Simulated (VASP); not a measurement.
A run of VASP 6.6.1 is set up as follows.

INCAR

```
SYSTEM = AlNi
  ALGO = Fast
  EDIFF = 1E-6
  ENCUT = 520
  GGA = PE
  ISIF = 2
  ISMEAR = 0
  LASPH = .TRUE.
  LCHARG = .FALSE.
  LREAL = .FALSE.
  LWAVE = .FALSE.
  NBANDS = 14
  NELM = 100
  PREC = Accurate
  SIGMA = 0.15
```

KPOINTS

```
k-points
0
G
  18 18 18
  0 0 0
```

The input POSCAR:

```
AlNi
1.0
    3.2339759585      0.0000000000      0.0000000000
    0.0000000000      3.2339759585      0.0000000000
    0.0000000000      0.0000000000      2.2864210026
Al Ni
1 1
Direct
    0.0000000000      0.0000000000      0.0000000000
    0.5000000000      0.5000000000      0.5000000000
```

Potentials or basis: VASP PAW PBE potentials, release 64 (Al, Ni).

Run with:

```bash
$ cat potpaw_PBE.64/Al/POTCAR potpaw_PBE.64/Ni/POTCAR > POTCAR
$ mpirun -np 1 vasp_std > vasp.out
```

(1) Estimate the band gap on the k mesh.

(2) What does it give for the pressure?

Answers

(1) none (metal or under the smearing width).

(2) 17.1 GPa.

Caveat: so large a pressure means that the cell lies far from this level's equilibrium, or that cutoff or potentials fall short.
